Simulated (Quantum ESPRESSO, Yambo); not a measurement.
# Quasiparticle gap of ZnSe (Stilleite) in Yambo, part 2 of 3

Wanted: ground state, empty states, screening and self-energy for ZnSe (Stilleite).

Quantum ESPRESSO 7.5 and Yambo 5.3.0; PBE and many-body steps on it, plane waves. Known limits of the many-body steps: not at the basis limit; exchange with frozen shells missing; no spin-orbit coupling; coarse k mesh.

So far. Step 2 (Ground state): The gap is direct, at Γ. Step 3 (Bands along the symmetry lines): The gap is 1.288 eV, as in the run before at this level.

### 4. Empty states on the mesh, 4×4×4 mesh, 310 bands

Level of this step: DFT, PBE, plane waves, norm-conserving pseudopotentials (Quantum ESPRESSO).

The sums over transitions need many empty states on a uniform mesh; this step solves for them.

Contents of pw.in:

```
&control
  calculation = 'nscf'
  prefix = 'x'
  outdir = 'o'
  pseudo_dir = 'pseudo'
/
&system
  ibrav = 0
  nat = 2
  ntyp = 2
  ecutwfc = 78.0
  nbnd = 310
  force_symmorphic = .true.
/
&electrons
  conv_thr = 1e-9
  electron_maxstep = 80
  diago_full_acc = .true.
  diago_thr_init = 5e-6
/
ATOMIC_SPECIES
  Zn 65.38 Zn.upf
  Se 78.971 Se.upf
CELL_PARAMETERS angstrom
  -0.0000000000 2.8338000000 2.8338000000
  2.8338000000 -0.0000000000 2.8338000000
  2.8338000000 2.8338000000 0.0000000000
ATOMIC_POSITIONS crystal
  Zn 0.0000000000 0.0000000000 0.0000000000
  Se 0.2500000000 0.2500000000 0.2500000000
K_POINTS automatic
  4 4 4 0 0 0
```

Run with:

```
$ OMP_NUM_THREADS=1 mpirun -n 4 pw.x -nk 4 -in pw.in > pw.out
```

Output:

```text
[banner, memory and clock lines left out]
Program PWSCF v.7.5 starts

     Atomic positions and unit cell read from directory:
     o/x.save/

     Message from routine setup:
     using ibrav=0 with symmetry is DISCOURAGED, use correct ibrav instead

     G-vector sticks info

     bravais-lattice index     =            0
     lattice parameter (alat)  =       7.5733  a.u.
     unit-cell volume          =     307.1384 (a.u.)^3
     number of atoms/cell      =            2
     number of atomic types    =            2
     number of electrons       =        36.00
     number of Kohn-Sham states=          310
     kinetic-energy cutoff     =      78.0000  Ry
     charge density cutoff     =     312.0000  Ry
     Exchange-correlation= PBE
                           (   1   4   3   4   0   0   0)

     celldm(1)=   7.573263  celldm(2)=   0.000000  celldm(3)=   0.000000
     celldm(4)=   0.000000  celldm(5)=   0.000000  celldm(6)=   0.000000

     crystal axes: (cart. coord. in units of alat)
               a(1) = (  -0.000000   0.707107   0.707107 )
               a(2) = (   0.707107  -0.000000   0.707107 )
               a(3) = (   0.707107   0.707107   0.000000 )

     reciprocal axes: (cart. coord. in units 2 pi/alat)
               b(1) = ( -0.707107  0.707107  0.707107 )
               b(2) = (  0.707107 -0.707107  0.707107 )
               b(3) = (  0.707107  0.707107 -0.707107 )
     Pseudo is Norm-conserving + core correction, Zval = 20.0
     Generated using ONCVPSP code by D. R. Hamann
     Using radial grid of 1326 points,  6 beta functions with:
     Pseudo is Norm-conserving + core correction, Zval = 16.0
     Generated using ONCVPSP code by D. R. Hamann
     Using radial grid of 1214 points,  6 beta functions with:
     Zn               20.00    65.38000     Zn( 1.00)
     Se               16.00    78.97100     Se( 1.00)

     24 Sym. Ops. (no inversion) found

   Cartesian axes

     site n.     atom                  positions (alat units)
         1        Zn     tau(   1) = (   0.0000000   0.0000000   0.0000000  )
         2        Se     tau(   2) = (   0.3535534   0.3535534   0.3535534  )

     number of k points=     8
                       cart. coord. in units 2pi/alat
        k(    1) = (   0.0000000   0.0000000   0.0000000), wk =   0.0312500
        k(    2) = (   0.1767767   0.1767767  -0.1767767), wk =   0.2500000
        k(    3) = (  -0.3535534  -0.3535534   0.3535534), wk =   0.1250000
[...]
k(    7) = (  -0.7071068   0.0000000   0.0000000), wk =   0.0937500
        k(    8) = (  -0.7071068   0.3535534   0.0000000), wk =   0.1875000

     Dense  grid:    28571 G-vectors     FFT dimensions: (  45,  45,  45)

     The potential is recalculated from file :
     o/x.save/charge-density

     Starting wfcs are   19 randomized atomic wfcs +  291 random wfcs

     Band Structure Calculation

     End of band structure calculation

          k = 0.0000 0.0000 0.0000 (  3527 PWs)   bands (ev):

  -116.8592 -71.0176 -71.0176 -71.0176 -38.5283 -38.5283 -38.5283 -38.5235
   -38.5235  -4.8727   1.8456   1.8456   1.8456   2.2139   2.2139   8.3862
     8.3862   8.3862   9.6743  14.2008  14.2008  14.2008  18.3302  19.8773
[...]
[... 27 further rows ...]
[...]
195.7727 195.7727 197.8709 197.8709 197.8709 198.7881

          k = 0.1768 0.1768-0.1768 (  3590 PWs)   bands (ev):

[...]
[... 27 further rows ...]
[...]
196.5535 196.5535 196.5851 197.0487 197.0487 199.2861

          k =-0.3536-0.3536 0.3536 (  3582 PWs)   bands (ev):

[...]
68.4274  68.5322  68.5322  68.5877  69.5989  70.1077  72.7406  72.7406
     [... 27 further rows ...]
   196.8278 197.8188 198.0592 198.0763 199.4658 199.4658 199.6684 200.2051
   200.2051 200.9022 201.3716 201.3716 201.4874 201.4874

          k = 0.3536 0.0000 0.0000 (  3591 PWs)   bands (ev):

     [... further k-points ...]

     highest occupied, lowest unoccupied level (ev):     8.3862    9.6743

     XML data file, pseudopotentials, collected wavefunctions
```

Elapsed: 30 s, on 4 MPI ranks of Arm Neoverse V1, shared host; peak memory 0.6 GiB.

This step gave:

```yaml
gap: 1.288 eV
k_of_the_valence_top: 0, 0, 0
k_of_the_conduction_bottom: 0, 0, 0
least_direct_gap: 1.288 eV
k_points_computed: 8
lowest_point_of_the_top_converged_band_above_the_valence_top: 189.0182 eV
```

On this mesh the gap is 1.288 eV.

### 5. Conversion and set-up

This step: Yambo 5.3.0; conversion and set-up on PBE, plane waves, norm-conserving pseudopotentials.

The states are converted to the many-body program's format and the q mesh is built.

Run with:

```
$ (cd o/x.save; p2y > p2y.log; mv SAVE ../..); yambo > setup.log
```

Output:

```text
 Yambo, version 5.3.0

 [02] CORE Variables Setup
 =========================

  [02.01] Unit cells
  ==================

  Cell kind             :  FCC
  Atoms in the cell     :  Zn  Se
  number of Zn atoms    :  1
  number of Se atoms    :  1

  List of atomic masses
  Mass of Zn    :  65.38000
  Mass of Se    :  78.97100

  List of atomic coordinates    : [cc]
  Zn1       :  0.000000  0.000000  0.000000  order 1
  Se1       :  2.677553  2.677553  2.677553  order 2

  Alat factors          :  5.355106  5.355106  5.355106 [a.u.]
  Direct lattice volume :  307.1384 [a.u.]
  Direct lattice vectors:  A[ 1 ]  A[ 2 ]  A[ 3 ]
   A[ 1 ]: -0.000000  1.000000  1.000000  [iru]
  -0.000000  5.355106  5.355106  [cc]
   A[ 2 ]:  1.000000 -0.000000  1.000000  [iru]
   5.355106 -0.000000  5.355106  [cc]
   A[ 3 ]:  1.000000  1.000000  0.000000  [iru]
   5.355106  5.355106  0.000000  [cc]

  Recip. lattice volume :  0.807617 [a.u.]
  Recip. lattice vectors:  B[ 1 ]  B[ 2 ]  B[ 3 ]
   B[ 1 ]: -0.500000  0.500000  0.500000  [iku]
  -0.586654  0.586654  0.586654  [cc]
   B[ 2 ]:  0.500000 -0.500000  0.500000  [iku]
   0.586654 -0.586654  0.586654  [cc]
   B[ 3 ]:  0.500000  0.500000 -0.500000  [iku]
   0.586654  0.586654 -0.586654  [cc]

  [02.02] Symmetries
  ==================

  Inversion symmetry    : yes
  Spatial inversion     : no
  Inversion index       :  25
  K-space Time-reversal : yes
  Magnetic symmetries   : no
  Time-reversal derived K-space symmetries:   25   48
  Group table correct   : yes
  Symmetries units      :  [cc]

   [S  1]:   1.0000      0.12943E-16  0.12943E-16  0.12943E-16   1.0000     -0.12943E-16 -0.12943E-16 -0.12943E-16   1.0000
   [S  2]:  -1.0000     -0.12943E-16  0.12943E-16 -0.12943E-16  -1.0000     -0.12943E-16  0.12943E-16  0.12943E-16   1.0000
   [S  3]:  -1.0000      0.12943E-16 -0.12943E-16 -0.12943E-16   1.0000      0.12943E-16  0.12943E-16 -0.12943E-16  -1.0000
[...]
[S  9]:  0.12943E-16   1.0000      0.12943E-16 -0.12943E-16  0.12943E-16   1.0000       1.0000     -0.12943E-16 -0.12943E-16
   [S 10]:  0.12943E-16  -1.0000     -0.12943E-16 -0.12943E-16 -0.12943E-16  -1.0000       1.0000      0.12943E-16  0.12943E-16
     [... 36 further rows ...]
   [S*47]:   1.0000      0.12943E-16 -0.12943E-16  0.12943E-16 -0.12943E-16  -1.0000     -0.12943E-16   1.0000      0.12943E-16
   [S*48]:   1.0000     -0.12943E-16  0.12943E-16  0.12943E-16  0.12943E-16   1.0000     -0.12943E-16  -1.0000     -0.12943E-16

  [02.03] Reciprocal space
  ========================

  nG shells         :  304
  nG charge         :  28571
  nG WFs            :   4433
  nC WFs            :   3591
  G-vecs. in first 30 shells:  [ Number ]
     1    9   15   27   51   59   65   89  113
    137   169   181   229   259   283   307   331   339
    387   411   459   531   537   561   609   645   701
    725   749   821
  ...
[...]
K/Q-points units:
  rlu = crystal or reduced units; cc = cartesian coordinates; iku = interal k-units

  K [1]          [rlu]:  0.000000  0.000000  0.000000
         WF components:   3527
  K [2]          [rlu]:  0.33641E-17  0.33641E-17  0.25000
         WF components:   3590
  K [3]          [rlu]: -0.67283E-17 -0.67283E-17 -0.50000
         WF components:   3582
  K [4]          [rlu]: -0.60307E-17  0.25000      0.25000
         WF components:   3591
  K [5]          [rlu]: -0.10092E-16  0.25000     -0.50000
         WF components:   3570
  [... 2 further k-points ...]
  K [8]          [rlu]:  0.250000 -0.500000 -0.250000
         WF components:   3552

  [02.05] Energies & Occupations
  ==============================

  [X] === General ===
  [X] Electronic Temperature                        :  0.000000  0.000000 [eV K]
  [X] Bosonic    Temperature                        :  0.000000  0.000000 [eV K]
  [X] Finite Temperature mode                       : no
  [X] El. density                                   :  0.79098E+24 [cm-3]
  [X] Fermi Level                                   :  8.386209 [eV]

  [X] === Gaps and Widths ===
  [X] Conduction Band Min                           :  1.288098 [eV]
  [X] Valence Band Max                              :  0.000000 [eV]
  [X] Filled Bands                                  :  18
  [X] Empty Bands                                   :   19  310
  [X] Direct Gap                                    :  1.288098 [eV]
  [X] Direct Gap localized at k                     :  1
  [X] Indirect Gap                                  :  1.288098 [eV]
  [X] Indirect Gap between kpts                     :  1  1
  [X] Last valence band width                       :  2.657489 [eV]
  [X] 1st conduction band width                     :  4.196724 [eV]

  E @ K [1]:  [eV]
  -125.2454  -79.4038  -79.4038  -79.4038  -46.9145  -46.9145  -46.9145  -46.9097
   -46.910      -13.259      -6.5406      -6.5406      -6.5406      -6.1723      -6.1723     -0.75732E-10
  -0.16098E-10   0.0000       1.2881       5.8145       5.8145       5.8145       9.9440       11.491
[...]
occ @ K [1]
[...]
E @ K [2]:  [eV]
[...]
occ @ K [2]
[...]
E @ K [3]:  [eV]
[...]
occ @ K [3]
[...]
E @ K [4]:  [eV]
[...]
occ @ K [4]
[...]
E @ K [5]:  [eV]
[...]
occ @ K [5]
[...]
[... 2 further k-points ...]
  E @ K [8]:  [eV]
[...]
occ @ K [8]
[...]
0.000000  0.000000  0.000000  0.000000  0.000000  0.000000  0.000000  0.000000
   0.000000  0.000000  0.000000  0.000000  0.000000  0.000000  0.000000  0.000000

 [03] Transferred momenta grid and indexing
 ==========================================

 IBZ Q-points                                      :   8
 BZ  Q-points                                      :   64

 K/Q-points units:
 rlu = crystal or reduced units; cc = cartesian coordinates; iku = interal k-units

 Q [1]          [rlu]:  0.000000  0.000000  0.000000
 Q [2]          [rlu]:  0.33641E-17  0.33641E-17  0.25000
 Q [3]          [rlu]: -0.67283E-17 -0.67283E-17 -0.50000
[...]
Q [7]          [rlu]:  0.12061E-16 -0.50000     -0.50000
 Q [8]          [rlu]:  0.250000 -0.500000 -0.250000

  [03.01] X indexes
  =================

   [03.01.01] Sigma indexes
   ========================

 [06] Game Over & Game summary
```

It took 2.5 s on 1 MPI rank; peak memory 0.25 GiB.

(Continued in part 3 of 3.)

[Paths, hosts, dates, memory and timing lines, banners, echoed tables and standing remarks are left out of the program output.]

[Logs are printed without paths, hosts, clocks, repeated set-up lines and the standing remarks that a program may print on its own settings, such as how far it seeks lower states.]

[Runs of the session that timed out or met a known fault of the program may be left out.]

[Hosts, paths, dates, database ids (printed as entryN), source tags and the programs' standing remarks are cut or masked in the printed files.]
